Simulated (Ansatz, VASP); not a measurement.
# PbS: VASP beside Ansatz, part 2 of 2

Aim: how closely do two programs agree when they are given the same cell, functional and k mesh? The cell is taken from a series of runs on this material, whose earlier steps may have relaxed, scaled, displaced or heated it; both programs get it as it stands.

VASP 6.6.1 and Ansatz 0.2.0.

So far: The starting structure; VASP: relaxation of cell and atoms, PBE with D3(BJ).

## (3) Ansatz: relaxation of cell and atoms, PBE with D3(BJ)

Level of this step: Ansatz beside VASP: Kohn-Sham DFT, plane waves, PBE with D3(BJ) (Ansatz).

Ansatz runs on its PAW soft_1 files.

The same cell, functional and mesh now go to Ansatz, which takes its cutoff from its data sets.

Input file input.yaml:

```yaml
crystal:
  lattice:
    - [8.392087077, 0.0, 0.0]
    - [0.0, 4.1959920208, 0.0]
    - [0.0, 0.0, 5.9354846728]
  atoms:
    - { symbol: Pb, position: [0.1249977619, 0.75, 0.7500076324] }
    - { symbol: Pb, position: [0.6249977619, 0.75, 0.7499923676] }
    - { symbol: Pb, position: [0.8750022381, 0.25, 0.2499923676] }
    - { symbol: Pb, position: [0.3750022381, 0.25, 0.2500076324] }
    - { symbol: S, position: [0.8750442151, 0.25, 0.7500175272] }
    - { symbol: S, position: [0.3750442151, 0.25, 0.7499824728] }
    - { symbol: S, position: [0.1249557849, 0.75, 0.2499824728] }
    - { symbol: S, position: [0.6249557849, 0.75, 0.2500175272] }
kpoints:
  mp_grid: { grid: [4, 8, 6] }
hamiltonian:
  xc: pbe
  dispersion: d3bj
  pseudopotentials: { kind: paw, azcp: { folder: soft_1 } }
scf:
  occupations: { method: fixed }
output:
  forces: true
  stress: true
  eigenvalues: true
relax:
  adjacent_minimum: "off"
  f_tol: 0.001
  max_steps: 60
  cell: { stress_tol: 0.01 }
```

Run with:

```sh
$ ansatz run input.yaml --threads 4 --pin off --max-ram 8192MiB --backend cpu --events-out ev --progress --plain --runs-dir out
```

Numbers of over 12 decimals in the logs are rounded to 6 here.

The log of the run:

```text
Engine: ansatz 0.2.0, x86_64-unknown-linux-gnu
Pseudopotentials: kind: paw
Pseudopotential: Pb, paw, valence charge 14, recommended cutoff 420 eV (normal), soft_1/Pb.paw.azcp
Pseudopotential: S, paw, valence charge 6, recommended cutoff 420 eV (normal), soft_1/S.paw.azcp
Functional definition: PBE
  parameter kappa = 0.804
  parameter beta = 0.066725
  exchange = pbe_x(kappa = kappa, mu = beta*pi^2/3)
  correlation = pbe_c(beta = beta)
Crystal: 8 atoms, lattice volume = 209.007 Å³
Basis set: ecut = 420 eV, 4037 PW (Γ), exchange–correlation on 120×60×80 points (8 copies of the dense FFT grid, shifted against one another)
Bands: 48, of which v1, the nominal top of the filled ones, is band 40 counted from 1 (39 counted from 0)
Symmetry: 8 space group operations
Space group: Pnma (ITA 62), of the structure as read, at distance tolerance 5.9e-5 Å
k-points: 60 of 192
Non-local potential: Pb, projectors of the file, l = 0: 2, l = 1: 2, l = 2: 2, l = 3: 1
Non-local potential: S, projectors of the file, l = 0: 2, l = 1: 2, l = 2: 1
PAW form: soft (Blöchl's): semilocal exchange-correlation on the pseudo side does not see the compensation charge
PAW one-centre angular grid: Pb, 590 points (default); XC on 64 Gauss nodes
PAW one-centre angular grid: S, 110 points (default); XC on 64 Gauss nodes
Initial density: superposition of atomic densities (chi_scale 0.1, normalization cell, long waves kept (reshape's long-wave potential 0.00 eV rms))
Initial wavefunctions: pseudopotential atomic-orbital guess
Functional: x = pbe(κ = 0.804, μ = 0.219515), c = pbe(β = 0.066725)
SCF iter   1: F=—  HF=-51251.836873 eV  |F-HF|=—  |Δ(HF+E_count)|=         —  Δρ=3.10e-2  dr2=4.44e0  ethr=3.10e-3  ⟨swp⟩=5.0  Hψ=10820  notcnv=0  defer=265
preconditioner: auto → Resta (q_TF=auto, 2.325 Å⁻¹)  ε∞=3.7  [insulator: Δε(μ)=0.750 eV  Ē_g=13.944 eV  n_scr=44 (ndim 8)  ℏωp=23.0 eV  f_vac=0.000  ε∞_Penn≈3.7]
SCF iter   2: F=—  HF=-51250.712209 eV  |F-HF|=—  |Δ(HF+E_count)|=    1.12e0  Δρ=1.22e-2  dr2=4.48e-1  ethr=3.10e-3  ⟨swp⟩=2.6  Hψ=4403  notcnv=0  defer=329
SCF iter   3: F=—  HF=-51250.667144 eV  |F-HF|=—  |Δ(HF+E_count)|=   4.51e-2  Δρ=5.12e-3  dr2=4.79e-2  ethr=5.60e-4  ⟨swp⟩=2.2  Hψ=3584  notcnv=0  defer=339
SCF iter   4: F=—  HF=-51250.682926 eV  |F-HF|=—  |Δ(HF+E_count)|=   1.58e-2  Δρ=5.21e-4  dr2=6.93e-4  ethr=5.99e-5  ⟨swp⟩=2.9  Hψ=4080  notcnv=0  defer=343
SCF iter   5: F=—  HF=-51250.683904 eV  |F-HF|=—  |Δ(HF+E_count)|=   9.78e-4  Δρ=1.48e-4  dr2=5.35e-5  ethr=8.66e-7  ⟨swp⟩=2.7  Hψ=5203  notcnv=0  defer=344
SCF iter   6: F=—  HF=-51250.683974 eV  |F-HF|=—  |Δ(HF+E_count)|=   6.96e-5  Δρ=3.65e-5  dr2=3.12e-6  ethr=6.69e-8  ⟨swp⟩=2.0  Hψ=4028  notcnv=0  defer=340
SCF iter   7: F=-51250.683979 eV  HF=-51250.683979 eV  |F-HF|=2.84e-8  |Δ(HF+E_count)|=   5.08e-6  Δρ=5.13e-6  dr2=4.33e-8  ethr=1.25e-10  ⟨swp⟩=13.3  Hψ=19340  notcnv=0
[...]
dispersion: the relaxed geometry stands within reach of a switch of an atom's C6, across which e_disp changes (each atom's share, over what another start of this relaxation can change, counted as every distance, since the cell relaxes too: site 0 (Pb), some 0.03 eV, crossed with farther neighbours; site 1 (Pb), some 0.03 eV, crossed with farther neighbours; site 2 (Pb), some 0.03 eV, crossed with farther neighbours; site 3 (Pb), some 0.03 eV, crossed with farther neighbours; some 0.11 eV in sum): a start on the other side of the switch can end at another minimum, lower or higher, and the walk did not compare the two: [rest of the remark cut]
SCF converged after 6 iterations
Free energy (F): -51250.683979 eV
Harris-Foulkes:  -51250.683979 eV  (|F-HF|=4.37e-11)
Internal energy: -51250.683979 eV  (E = F + TS)
E sigma→0 (E₀):  -51250.683979 eV
Fermi energy:    8.541103 eV
--- Per-component energies (eV) ---
  E_band       = -212.843555
  E_kinetic    = 1588.569219
  E_local      = -4757.355245  (includes V_loc(G=0)·N_el)
  E_nonlocal   = 1357.962116
  E_hartree    = 1791.192458
  E_xc         = -1182.976157
  E_vxc        = -886.835903  (∫ρ·V_xc dr)
  E_paw        = -43994.976062  (= ΣΔE_a)
  E_vpaw       = -1097.568638  (= ΣTr[D̂ρ^β])
  E_aug_tail   = -0.000023  (compensation charges beyond the density's cutoff)
  E_ewald      = -6050.326254
  E_disp       = -2.774031  (pairwise vdW)
  E_smearing   = -0.000000  (= −TS)
  E_closure    = 0.000000  (closes the sum)
  Σ components = -51250.683979   (vs F -51250.683979, Δ=0.00e0)
--- Forces (eV/Å), atoms counted from 1 ---
  atom   1  Pb     0.00019926     0.00000000    -0.00015992
  atom   2  Pb     0.00019926     0.00000000     0.00015992
  atom   3  Pb    -0.00019926     0.00000000     0.00015992
  atom   4  Pb    -0.00019926     0.00000000    -0.00015992
  atom   5  S     -0.00044194    -0.00000000    -0.00019697
  atom   6  S     -0.00044194    -0.00000000     0.00019697
  atom   7  S      0.00044194     0.00000000     0.00019697
  atom   8  S      0.00044194     0.00000000    -0.00019697
  max |Σ_I F_I| component: 1.08e-19 eV/Å
--- Stress (GPa, compression-positive) ---
       -0.001348       0.000000       0.000000
        0.000000      -0.000874       0.000000
        0.000000       0.000000      -0.001705
  P = ⅓ Tr σ = -0.0013 GPa (-0.013 kbar)
--- Band table (eV; the first three rows and the last of 60) ---
  k-point 0: bands = [... 36 lower, 6.6458, 6.6469, 7.7421, 7.7421, 9.9787, 9.9789, 10.9796, 10.9815, ... 4 higher]
  k-point 1: bands = [... 36 lower, 6.6756, 6.7908, 7.8422, 7.8423, 9.7564, 9.7565, 10.8550, 10.8566, ... 4 higher]
  k-point 2: bands = [... 36 lower, 6.7355, 7.4470, 8.1499, 8.1500, 9.2859, 9.2866, 10.6203, 10.6212, ... 4 higher]
  k-point 59: bands = [... 36 lower, 7.5513, 7.5513, 7.5513, 7.5513, 10.1016, 10.1016, 10.1016, 10.1016, ... 4 higher]
--- Relaxed structure (1 steps of the walk, 1 accepted, 1 SCFs on fresh bases) ---
  F+E_penalty+E_count = -51250.68397905 eV   max|allowed force component| = 4.419e-4 eV/Å   (the final SCF, on the basis selected at the relaxed cell)
  cell:  # Å, volume = 209.0070 Å³
    - [8.392087077, 0.0, 0.0]
    - [0.0, 4.1959920208, 0.0]
    - [0.0, 0.0, 5.9354846728]
  atoms:
    - { symbol: Pb, position: [0.1249977619, 0.75, 0.7500076324] }
    - { symbol: Pb, position: [0.6249977619, 0.75, 0.7499923676] }
    - { symbol: Pb, position: [0.8750022381, 0.25, 0.2499923676] }
    - { symbol: Pb, position: [0.3750022381, 0.25, 0.2500076324] }
    - { symbol: S, position: [0.8750442151, 0.25, 0.7500175272] }
    - { symbol: S, position: [0.3750442151, 0.25, 0.749982] }
    - { symbol: S, position: [0.1249557849, 0.75, 0.249982] }
    - { symbol: S, position: [0.6249557849, 0.75, 0.2500175272] }
```

Reading the cycles: dr2 is the Hartree energy of the density residual (eV), the measure of convergence; HF is the Harris–Foulkes estimate of the energy, which meets the free energy F at convergence.

## (4) Comparison

Known differences besides the potentials themselves: fixed occupations in Ansatz, narrow Gaussian smearing in VASP; the cutoff is 420 eV in Ansatz and 500 eV in VASP. Total energies have different zeros and are not compared.

The two programs side by side:

```
                                         quantity  Ansatz    VASP  difference
                                      volume (Å³)  209.01  208.74     +0.13 %
edge a after relaxation, in the typed setting (Å)   8.392   8.389     +0.04 %
edge b after relaxation, in the typed setting (Å)   4.196   4.194     +0.04 %
edge c after relaxation, in the typed setting (Å)   5.936   5.933     +0.04 %
```

## (5) What came out

```yaml
difference_in_volume_relaxation_of_cell_and_atoms_pbe_with_d3_bj: 0.13 %
```

**Reading.** The difference in volume is 0.13 % (relaxation of cell and atoms, PBE with D3(BJ)), within the 1.2 % picked in this series as the mark of a large difference, as far as the stopping tolerances let one tell. Such differences can come from data sets, numerical settings and the points named under the comparisons, not from the functional's error against experiment.

[Lines on the potential files, build, host, timing and source positions are cut from VASP's logs without a mark.]

[Logs are printed without paths, hosts, clocks, repeated set-up lines and the standing remarks that a program may print on its own settings, such as how far it seeks lower states.]

[Hosts, paths, dates, database ids (printed as entryN), source tags and the programs' standing remarks are cut or masked in the printed files.]
